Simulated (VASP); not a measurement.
BN (Qingsongite):

```
CELL_PARAMETERS angstrom
0.00000 1.80332 1.80332
1.80332 0.00000 1.80332
1.80332 1.80332 0.00000
ATOMIC_POSITIONS crystal
B 0.00000 0.00000 0.00000
N 0.25000 0.25000 0.25000
```

Base run:

| Item | Value |
| --- | --- |
| Program | VASP 6.6.1 |
| Functional | PBE0 |
| Potentials or basis | VASP PAW PBE potentials, release 64 (B, N) |
| Cutoff | 520 eV |
| k mesh | 8 × 8 × 8 |
| Occupations | gaussian, width 0.03 eV |
| Spin | no spin polarisation |

Its results: band gap on the k mesh 6.55 eV, indirect (least direct gap 11.35 eV); pressure -2.9 GPa.

Task: The run is repeated on the same cell with these changes: functional from PBE0 to HSE06. What comes out?

Result: Band gap on the k mesh 5.81 eV, indirect (least direct gap 10.61 eV); pressure -3.0 GPa.

Caveats: the PAW data sets were made with another functional, which shifts forces and pressure a little.
